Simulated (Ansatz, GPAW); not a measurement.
Given: the input of a run of Ansatz 0.2.0 on Si. 

File input.yaml:

```yaml
crystal:
  lattice:
    - [0.0, 2.7218511865, 2.7218511865]
    - [2.7218511865, 0.0, 2.7218511865]
    - [2.7218511865, 2.7218511865, 0.0]
  atoms:
    - { symbol: Si, position: [0.5, 0.5, 0.5] }
    - { symbol: Si, position: [0.75, 0.75, 0.75] }
kpoints:
  mp_grid: { grid: [8, 8, 8] }
scf:
  occupations: { method: gaussian, width: 0.03 }
hamiltonian:
  xc: pbe
  pseudopotentials: { kind: all_electron, lapw: { basis_error: 0.001 } }
output:
  forces: true
  stress: true
  eigenvalues: true
```

Potentials or basis: all-electron LAPW, scalar-relativistic.

Launch:

```bash
$ ansatz run input.yaml --threads 1 --pin off --max-ram 3072MiB --backend cpu --events-out ev --progress --plain --runs-dir out
```

Q: Translate it to GPAW 26.7.0 (ASE script). Potentials or basis there: GPAW PAW data sets (gpaw-data 1.2.1), cutoff 600 eV.

A: As run (cutoffs and basis follow the program's own potentials, and thresholds, step limits or extra output files can differ):

File run.py:

```python
from ase import Atoms
from ase.dft.bandgap import bandgap
from ase.io import write
from ase.units import GPa
from gpaw import GPAW, PW

atoms = Atoms(['Si', 'Si'],
              cell=[[0.0, 2.7218511865, 2.7218511865],
                    [2.7218511865, 0.0, 2.7218511865],
                    [2.7218511865, 2.7218511865, 0.0]],
              scaled_positions=[[0.5, 0.5, 0.5],
                                [0.75, 0.75, 0.75]],
              pbc=True)

calc = GPAW(mode=PW(600),
            xc='PBE',
            kpts={'size': (8, 8, 8), 'gamma': True},
            occupations={'name': 'methfessel-paxton', 'order': 0, 'width': 0.03},
            nbands=11,
            convergence={'density': 1e-05, 'energy': 1e-05},
            maxiter=150,
            txt='gpaw.txt')
atoms.calc = calc
energy = atoms.get_potential_energy()
forces = atoms.get_forces()
stress = atoms.get_stress()
calc.write('gs.gpw')
write('result.traj', atoms)
print(f'Energy: {energy:.6f} eV')
print('Forces (eV/A):')
print(forces.round(4))
print('Stress (GPa):', (stress / GPa).round(3))
print('Fermi level:', round(calc.get_fermi_level(), 4), 'eV')
print(f'Gap: {bandgap(calc)[0]:.4f} eV, direct: {bandgap(calc, direct=True)[0]:.4f} eV')
```

Potentials or basis: GPAW PAW data sets (gpaw-data 1.2.1), pw.

Launch:

```bash
$ OMP_NUM_THREADS=1 python run.py
```

Both were run:

|  | Ansatz | GPAW |
| --- | --- | --- |
| Pressure | 1.3 GPa | 1.6 GPa |

Where Ansatz's input types no cutoff or centring, it takes its own default and a Γ-centred mesh.

Pressure is positive in compression.
